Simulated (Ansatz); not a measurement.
Li₂S, space group Fm-3m, a phonon calculation by linear response

With the Ansatz DFT code, driven from Python.

The cells in order, each with its output:

**Cell 1**
```python
from dataclasses import dataclass
from pathlib import Path

import ansatz as az
import numpy as np
from pymatgen.core import Lattice, Structure
from pymatgen.io.ase import AseAtomsAdaptor


@dataclass
class RunConfig:
    xc: str = "PBE"
    occupations: str = "Fixed"
    kmesh: tuple[int, ...] = (6, 6, 6)
```

**Cell 2**
```python
settings = RunConfig()
```

**Cell 3**
```python
pmg_structure = Structure(
    Lattice([[0.0, 2.8445, 2.8445], [2.8445, 0.0, 2.8445], [2.8445, 2.8445, 0.0]]),
    ["Li", "Li", "S"],
    [
        [0.25, 0.25, 0.25],
        [0.75, 0.75, 0.75],
        [0.0, 0.0, 0.0],
    ],
)
xtal = az.Crystal.from_ase(AseAtomsAdaptor.get_atoms(pmg_structure))
```

**Cell 4**
```python
xtal.resolved().tree()["lattice"]
```
Output:
```text
((0.0, 2.8445, 2.8445), (2.8445, 0.0, 2.8445), (2.8445, 2.8445, 0.0))
```

**Cell 5**
```python
base = (
    xtal.calculation()
    .functional(settings.xc)
    .basis(18 * az.Ha)
    .occupations(settings.occupations)
    .kpoints(*settings.kmesh)
    .phonons("dfpt", points=[(0, 0, 0), (0.5, 0.5, 0), (0, 0, 0.5)])
)
result = base.run(runs_dir="runs")
ph = result.phonons
```

**Cell 6**
```python
for q in ph.qpoints:
    thz = np.asarray(q.omega_inv_cm) / 33.35641
    print("q = ({:.2f}, {:.2f}, {:.2f})".format(*q.q_frac), np.round(thz, 2) + 0.0, "THz")
```
Output:
```text
q = (0.00, 0.00, 0.00) [ 0.    0.    0.    9.71  9.71  9.71 11.28 11.28 11.28] THz
q = (0.50, 0.50, 0.00) [ 5.93  5.93  7.33  7.63  7.63  7.64 11.59 11.59 15.03] THz
q = (0.00, 0.00, 0.50) [ 4.24  4.24  7.79 10.   10.06 10.06 10.33 10.33 12.55] THz
```

The cell isn't relaxed first, so the values belong to this volume. Of the deposited cell: the entry's cell lengths or inner coordinates differ somewhat from later room-temperature determinations. No non-analytic term is added, so at the zone centre the longitudinal optical modes of a polar crystal aren't split off. The starting cell is as deposited in a crystallographic database; the results hold for this polymorph, which needn't be the stable one. The structure is taken as given; imaginary modes can come from an unrelaxed or unstable start. Run time: 15 s on 1 thread of Intel(R) Xeon(R) Platinum 8488C (Sapphire Rapids), on a shared host, peak memory 0.6 GiB.

(Lines on the test bed's own set-up are left out of the output.)
